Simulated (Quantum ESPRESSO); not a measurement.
# Hf (P6_3/mmc) in Quantum ESPRESSO: energy-loss spectrum with LDA

Aim: the energy-loss spectrum of Hf with LDA.

Everything below comes from runs of Quantum ESPRESSO 7.5. Logs are shortened: lines on timing, memory, paths and dates and some standing lists are left out, and cuts for length are marked.

### 1 Starting point

Symmetry: P6_3/mmc, No. 194, hexagonal system. Conventional cell: a = 3.197 Å, b = 3.197 Å, c = 5.058 Å, α = 90.00°, β = 90.00°, γ = 120.00°. Hf (site symmetry -6m2) has 12 Hf at 3.13 to 3.20 Å as nearest neighbours.

### 2 Energy-loss spectrum, LDA

The input, pw.in:

```
&CONTROL
  calculation = 'scf'
  prefix = 'pwscf'
  outdir = './tmp'
  pseudo_dir = './pseudo'
  tprnfor = .true.
  tstress = .true.
  disk_io = 'low'
  verbosity = 'high'
/
&SYSTEM
  ibrav = 0
  celldm(1) = 8
  nat = 2
  ntyp = 1
  ecutwfc = 58
  nbnd = 19
  occupations = 'smearing'
  smearing = 'mv'
  degauss = 0.00999582
/
&ELECTRONS
  conv_thr = 4d-10
  electron_maxstep = 120
  mixing_beta = 0.5
  mixing_mode = 'TF'
/
ATOMIC_SPECIES
Hf   178.4900 Hf.upf
CELL_PARAMETERS alat
  0.7551109378239   0.0000000000000   0.0000000000000
 -0.3775554689119   0.6539452548363   0.0000000000000
  0.0000000000000   0.0000000000000   1.1947320991415
ATOMIC_POSITIONS crystal
Hf     0.6666666667    0.3333333333    0.7500000000
Hf     0.3333333333    0.6666666667    0.2500000000
K_POINTS automatic
8 8 4 0 0 0
```

The input, scf2.in:

```
&CONTROL
  calculation = 'scf'
  prefix = 'pwscf'
  outdir = './tmp'
  pseudo_dir = './pseudo'
  tprnfor = .true.
  tstress = .true.
  disk_io = 'low'
  verbosity = 'high'
/
&SYSTEM
  ibrav = 0
  celldm(1) = 8
  nat = 2
  ntyp = 1
  ecutwfc = 58
  nbnd = 19
  occupations = 'smearing'
  smearing = 'mv'
  degauss = 0.00999582
/
&ELECTRONS
  conv_thr = 1d-11
  electron_maxstep = 120
  mixing_beta = 0.5
  mixing_mode = 'TF'
  startingpot = 'file'
  startingwfc = 'file'
/
ATOMIC_SPECIES
Hf   178.4900 Hf.upf
CELL_PARAMETERS alat
  0.7551109378239   0.0000000000000   0.0000000000000
 -0.3775554689119   0.6539452548363   0.0000000000000
  0.0000000000000   0.0000000000000   1.1947320991415
ATOMIC_POSITIONS crystal
Hf     0.6666666667    0.3333333333    0.7500000000
Hf     0.3333333333    0.6666666667    0.2500000000
K_POINTS automatic
8 8 4 0 0 0
```

The input, eels.in:

```
&LR_INPUT
  prefix = 'pwscf'
  outdir = './tmp'
  restart_step = 5000
  restart = .false.
/
&LR_CONTROL
  calculator = 'lanczos'
  approximation = 'RPA_with_CLFE'
  q1 = 0.311200733
  q2 = 0.311200733
  q3 = 0.311200733
  itermax = 400
/
```

The input, spectrum.in:

```
&LR_INPUT
  prefix = 'pwscf'
  outdir = './tmp'
  eels = .true.
  itermax0 = 400
  itermax = 20000
  extrapolation = 'osc'
  epsil = 0.05
  units = 1
  start = 0
  end = 40
  increment = 0.2
/
```

The input, spectrum_short.in:

```
&LR_INPUT
  prefix = 'pwscf'
  outdir = './tmp'
  eels = .true.
  itermax0 = 266
  itermax = 20000
  extrapolation = 'osc'
  epsil = 0.05
  units = 1
  start = 0
  end = 40
  increment = 0.2
/
```

Potentials or basis: PseudoDojo 0.4.1 SR LDA standard.

The run is started by

```console
> OMP_NUM_THREADS=1 pw.x -in pw.in > pw.out
> OMP_NUM_THREADS=1 pw.x -in scf2.in > scf2.out
> OMP_NUM_THREADS=1 turbo_eels.x -in eels.in > eels.out
> OMP_NUM_THREADS=1 turbo_spectrum.x -in spectrum.in > spectrum.out
> OMP_NUM_THREADS=1 turbo_spectrum.x -in spectrum_short.in > spectrum_short.out
```

pw.out:

```text
This program is part of the open-source Quantum ESPRESSO suite
     for quantum simulation of materials; please cite
[... 9 lines left out ...]
     --------------------
     sticks:   dense  smooth     PW     G-vecs:    dense   smooth      PW
     Sum         583     583    169                18101    18101    2941

     Using Slab Decomposition

     bravais-lattice index     =            0
     lattice parameter (alat)  =       8.0000  a.u.
     unit-cell volume          =     302.0596 (a.u.)^3
     number of atoms/cell      =            2
     number of atomic types    =            1
     number of electrons       =        24.00
     number of Kohn-Sham states=           19
     kinetic-energy cutoff     =      58.0000  Ry
     charge density cutoff     =     232.0000  Ry
     scf convergence threshold =      4.0E-10
     mixing beta               =       0.5000
     number of iterations used =            8  TF        mixing
     Exchange-correlation= SLA  PW   NOGX NOGC
                           (   1   4   0   0   0   0   0)

     celldm(1)=   8.000000  celldm(2)=   0.000000  celldm(3)=   0.000000
     celldm(4)=   0.000000  celldm(5)=   0.000000  celldm(6)=   0.000000

     crystal axes: (cart. coord. in units of alat)
               a(1) = (   0.755111   0.000000   0.000000 )
               a(2) = (  -0.377555   0.653945   0.000000 )
               a(3) = (   0.000000   0.000000   1.194732 )

     reciprocal axes: (cart. coord. in units 2 pi/alat)
               b(1) = (  1.324309  0.764590 -0.000000 )
               b(2) = (  0.000000  1.529180  0.000000 )
               b(3) = (  0.000000 -0.000000  0.837008 )

     PseudoPot. # 1 for Hf read from file:
     Hf.upf
     Pseudo is Norm-conserving + core correction, Zval = 12.0
     Generated using ONCVPSP code by D. R. Hamann
     Using radial grid of 1618 points,  8 beta functions with:
                l(1) =   0
                l(2) =   0
                l(3) =   1
                l(4) =   1
                l(5) =   2
                l(6) =   2
                l(7) =   3
                l(8) =   3

     atomic species   valence    mass     pseudopotential
     Hf               12.00   178.49000     Hf( 1.00)

     24 Sym. Ops., with inversion, found (12 have fractional translation)

                                    s                        frac. trans.

      isym =  1     identity

 cryst.   s( 1) = (     1          0          0      )
                  (     0          1          0      )
                  (     0          0          1      )

 cart.    s( 1) = (  1.0000000 -0.0000000  0.0000000 )
                  (  0.0000000  1.0000000  0.0000000 )
                  (  0.0000000  0.0000000  1.0000000 )
[... 107 lines left out ...]
 cart.    s(12) = ( -0.5000000  0.8660254  0.0000000 )
                  (  0.8660254  0.5000000  0.0000000 )
                  (  0.0000000  0.0000000 -1.0000000 )

      isym = 13     inversion

 cryst.   s(13) = (    -1          0          0      )
                  (     0         -1          0      )
                  (     0          0         -1      )

 cart.    s(13) = ( -1.0000000  0.0000000  0.0000000 )
                  (  0.0000000 -1.0000000  0.0000000 )
                  (  0.0000000  0.0000000 -1.0000000 )
[... 107 lines left out ...]
 cart.    s(24) = (  0.5000000 -0.8660254  0.0000000 )
                  ( -0.8660254 -0.5000000  0.0000000 )
                  (  0.0000000  0.0000000  1.0000000 )

   Cartesian axes

     site n.     atom                  positions (alat units)
         1        Hf     tau(   1) = (   0.3775555   0.2179818   0.8960491  )
[... 13 lines left out ...]
        k(    4) = (   0.0000000   0.1911475   0.0000000), wk =   0.0468750
        k(    5) = (   0.0000000   0.1911475   0.2092519), wk =   0.0937500
        k(    6) = (   0.0000000   0.1911475  -0.4185039), wk =   0.0468750
[... 22 lines left out ...]
        k(   29) = (   0.3310772   0.7645900   0.2092519), wk =   0.0937500
        k(   30) = (   0.3310772   0.7645900  -0.4185039), wk =   0.0468750

                       cryst. coord.
        k(    1) = (   0.0000000   0.0000000   0.0000000), wk =   0.0078125
        k(    2) = (   0.0000000   0.0000000   0.2500000), wk =   0.0156250
        k(    3) = (   0.0000000   0.0000000  -0.5000000), wk =   0.0078125
        k(    4) = (   0.0000000   0.1250000   0.0000000), wk =   0.0468750
        k(    5) = (   0.0000000   0.1250000   0.2500000), wk =   0.0937500
        k(    6) = (   0.0000000   0.1250000  -0.5000000), wk =   0.0468750
[... 22 lines left out ...]
        k(   29) = (   0.2500000   0.3750000   0.2500000), wk =   0.0937500
        k(   30) = (   0.2500000   0.3750000  -0.5000000), wk =   0.0468750

     Dense  grid:    18101 G-vectors     FFT dimensions: (  30,  30,  48)

     Initial potential from superposition of free atoms

     starting charge      23.9970, renormalised to      24.0000
     Starting wfcs are   20 randomized atomic wfcs

     Self-consistent Calculation

     iteration #  1     ecut=    58.00 Ry     beta= 0.50
     Davidson diagonalization with overlap

---- Real-time Memory Report at c_bands before calling an iterative solver
            52 MiB given to the printing process from OS
            31 MiB allocation reported by mallinfo(arena+hblkhd)
------------------
     ethr =  1.00E-02,  avg # of iterations =  2.5

     Threshold (ethr) on eigenvalues was too large:
     Diagonalizing with lowered threshold

     Davidson diagonalization with overlap

---- Real-time Memory Report at c_bands before calling an iterative solver
            55 MiB given to the printing process from OS
            34 MiB allocation reported by mallinfo(arena+hblkhd)
------------------
     ethr =  1.26E-04,  avg # of iterations =  4.2
[... 79 lines left out ...]
---- Real-time Memory Report at c_bands before calling an iterative solver
            59 MiB given to the printing process from OS
            40 MiB allocation reported by mallinfo(arena+hblkhd)
------------------
     ethr =  1.01E-10,  avg # of iterations =  2.1

     End of self-consistent calculation

          k = 0.0000 0.0000 0.0000 (  2297 PWs)   bands (ev):

   -47.6426 -47.5710 -16.7627 -16.0180 -16.0180 -15.8886 -15.8886 -15.8861
     6.9016  10.5427  15.0053  15.3818  15.3818  15.6601  16.1939  16.1939
    16.8166  16.8166  19.5260
[... 122 lines left out ...]
     occupation numbers
     1.0000   1.0000   1.0000   1.0000   1.0000   1.0000   1.0000   1.0000
     1.0000   1.0000   1.0000   1.0000   0.0000   0.0000   0.0000   0.0000
     0.0000   0.0000   0.0000

          k = 0.0000-0.7646 0.0000 (  2256 PWs)   bands (ev):

   -47.5826 -47.5591 -16.5924 -16.4446 -16.3928 -16.1949 -16.1091 -15.9789
    10.9060  11.5085  12.0347  13.5200  14.9849  15.1179  15.9042  20.0718
    20.5840  20.6432  21.1911

     occupation numbers
     1.0000   1.0000   1.0000   1.0000   1.0000   1.0000   1.0000   1.0000
     1.0000   1.0000   1.0000   1.0000   0.0000   0.0000   0.0000   0.0000
     0.0000   0.0000   0.0000

          k = 0.0000-0.7646 0.2093 (  2264 PWs)   bands (ev):

   -47.5792 -47.5625 -16.6641 -16.5441 -16.2546 -16.1639 -16.0692 -16.0112
    10.6217  11.4526  12.9146  12.9571  15.4486  15.4661  15.7034  18.9147
    20.2018  20.5205  20.7775

     occupation numbers
     1.0000   1.0000   1.0000   1.0000   1.0000   1.0000   1.0000   1.0000
     1.0000   1.0000   1.0000   1.0000   0.0000   0.0000   0.0000   0.0000
     0.0000   0.0000   0.0000

          k = 0.0000-0.7646-0.4185 (  2252 PWs)   bands (ev):

   -47.5708 -47.5708 -16.6627 -16.6627 -16.0997 -16.0997 -16.0882 -16.0882
    10.8477  10.8477  13.2616  13.2616  15.5019  15.5019  16.8493  16.8493
    20.3074  20.3608  20.3609

     occupation numbers
     1.0000   1.0000   1.0000   1.0000   1.0000   1.0000   1.0000   1.0000
     1.0000   1.0000   1.0000   1.0000   0.0000   0.0000   0.0000   0.0000
     0.0000   0.0000   0.0000
[... 161 lines left out ...]
     occupation numbers
     1.0000   1.0000   1.0000   1.0000   1.0000   1.0000   1.0000   1.0000
     1.0000   1.0000   1.0000   1.0000   1.0376   1.0376   0.0000   0.0000
     0.0000   0.0000   0.0000

     the Fermi energy is    14.3237 ev

!    total energy              =    -225.78227205 Ry
     estimated scf accuracy    <          2.7E-10 Ry
     smearing contrib. (-TS)   =       0.00000664 Ry
     internal energy E=F+TS    =    -225.78227869 Ry

     The total energy is F=E-TS. E is the sum of the following terms:
     one-electron contribution =     -41.54426385 Ry
     hartree contribution      =      28.41103768 Ry
     xc contribution           =     -56.47968608 Ry
     ewald contribution        =    -156.16936644 Ry

     convergence has been achieved in   8 iterations

     Forces acting on atoms (cartesian axes, Ry/au):

     atom    1 type  1   force =     0.00000000   -0.00000000    0.00000000
     atom    2 type  1   force =     0.00000000    0.00000000    0.00000000
     The non-local contrib.  to forces
     atom    1 type  1   force =     0.00000000   -0.00000000    0.00000000
     atom    2 type  1   force =    -0.00000000    0.00000000    0.00000000
     The ionic contribution  to forces
     atom    1 type  1   force =    -0.00000000    0.00000000    0.00000000
     atom    2 type  1   force =     0.00000000   -0.00000000    0.00000000
     The local contribution  to forces
     atom    1 type  1   force =    -0.00000001    0.00000000    0.00000000
     atom    2 type  1   force =     0.00000002   -0.00000001    0.00000000
     The core correction contribution to forces
     atom    1 type  1   force =    -0.00000000    0.00000000    0.00000000
     atom    2 type  1   force =     0.00000000   -0.00000000    0.00000000
     The Hubbard contrib.    to forces
     atom    1 type  1   force =     0.00000000    0.00000000    0.00000000
     atom    2 type  1   force =     0.00000000    0.00000000    0.00000000
     The SCF correction term to forces
     atom    1 type  1   force =     0.00000000   -0.00000000   -0.00000000
     atom    2 type  1   force =    -0.00000000    0.00000000   -0.00000000

     Total force =     0.000000     Total SCF correction =     0.000000

     Computing stress (Cartesian axis) and pressure

          total   stress  (Ry/bohr**3)                   (kbar)     P=      -89.63
  -0.00059563   0.00000000   0.00000000          -87.62        0.00        0.00
   0.00000000  -0.00059563   0.00000000            0.00      -87.62        0.00
   0.00000000   0.00000000  -0.00063663            0.00        0.00      -93.65

     kinetic stress (kbar)  18815.67     -0.00     -0.00
                               -0.00  18815.67     -0.00
                               -0.00     -0.00  18717.47

     local   stress (kbar)   -879.45     -0.00     -0.00
                               -0.00   -879.45      0.00
                               -0.00      0.00  -2217.75

     nonloc. stress (kbar)   8946.38     -0.00      0.00
                               -0.00   8946.38      0.00
                                0.00      0.00   8927.70

     hartree stress (kbar)   4466.23      0.00     -0.00
                                0.00   4466.23     -0.00
                               -0.00     -0.00   4903.90

     exc-cor stress (kbar)   9732.91      0.00      0.00
                                0.00   9732.91      0.00
                                0.00      0.00   9732.91

     corecor stress (kbar) -15481.83      0.00     -0.00
                                0.00 -15481.83      0.00
                               -0.00      0.00 -15477.41

     ewald   stress (kbar) -25687.53      0.00     -0.00
                                0.00 -25687.53     -0.00
                               -0.00     -0.00 -24680.47

     hubbard stress (kbar)      0.00      0.00      0.00
                                0.00      0.00      0.00
                                0.00      0.00      0.00

     DFT-D   stress (kbar)      0.00      0.00      0.00
                                0.00      0.00      0.00
                                0.00      0.00      0.00

     XDM     stress (kbar)      0.00      0.00      0.00
                                0.00      0.00      0.00
                                0.00      0.00      0.00

     dft-nl  stress (kbar)      0.00      0.00      0.00
                                0.00      0.00      0.00
                                0.00      0.00      0.00

     TS-vdW  stress (kbar)      0.00      0.00      0.00
                                0.00      0.00      0.00
                                0.00      0.00      0.00

     MDB     stress (kbar)      0.00      0.00      0.00
                                0.00      0.00      0.00
                                0.00      0.00      0.00

     3D-RISM stress (kbar)      0.00      0.00      0.00
                                0.00      0.00      0.00
                                0.00      0.00      0.00

=------------------------------------------------------------------------------=
   JOB DONE.
=------------------------------------------------------------------------------=
```

Wall time 31 min (1 thread of Intel Xeon Platinum 8375C at 2.90GHz (Ice Lake), shared host); peak memory 1.9 GiB.

What came out:

| Property | Result |
| --- | --- |
| Free energy | -3071.9243 eV |
| Pressure | -9.0 GPa |
| Band gap on the k mesh | none (metal or under the smearing width) |
| Peak of the energy-loss function | 19.2 eV |

Energy-loss function at q = [0.46188, 0.46188, 0.46188] (Å⁻¹, cartesian):
```
energy (eV)   loss
        0.0  0.000
        1.8  0.018
        3.4  0.074
        5.2  0.166
        7.0  0.232
        8.6  0.307
       10.4  0.389
       12.2  0.424
       13.8  0.462
       15.6  0.652
       17.4  1.219
       19.0  1.823
       20.8  1.349
       22.4  0.770
       24.2  0.390
       26.0  0.215
       27.6  0.159
       29.4  0.157
       31.2  0.221
       32.8  0.322
       34.6  0.314
       36.4  0.260
       38.0  0.301
       39.8  0.511
```
